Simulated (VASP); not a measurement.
A run of VASP 6.6.1 is set up as follows.

INCAR

```
SYSTEM = Pt
ALGO = Normal
EDIFF = 1E-7
EDIFFG = -0.002
ENCUT = 520
GGA = PE
IBRION = 2
ISIF = 3
ISMEAR = 0
LASPH = .TRUE.
LCHARG = .FALSE.
LREAL = .FALSE.
LWAVE = .FALSE.
NELM = 80
NSW = 80
PREC = Accurate
SIGMA = 0.1
```

File KPOINTS:

```
k-points
0
G
  6 6 6
  0 0 0
```

POSCAR

```
Pt                                      
1.0
    0.0000000000      1.9769175493      1.9769175493
    1.9769175493      0.0000000000      1.9769175493
    1.9769175493      1.9769175493      0.0000000000
  Pt            
     1
Direct
     0.0000000000000000    0.0000000000000000    0.0000000000000000
```

Potentials or basis: VASP PAW PBE potentials, release 64 (Pt).

Command:

```sh
$ cat potpaw_PBE.64/Pt/POTCAR > POTCAR
$ mpirun -np 1 vasp_std > vasp.out
```

(1) Predict the band gap on the k mesh.

Results:

(1) none (metal or under the smearing width).

Caveat: the k mesh is coarse (spacing up to 0.46 Å⁻¹), so the values aren't converged; the relaxation stopped at its first step, so nothing moved.
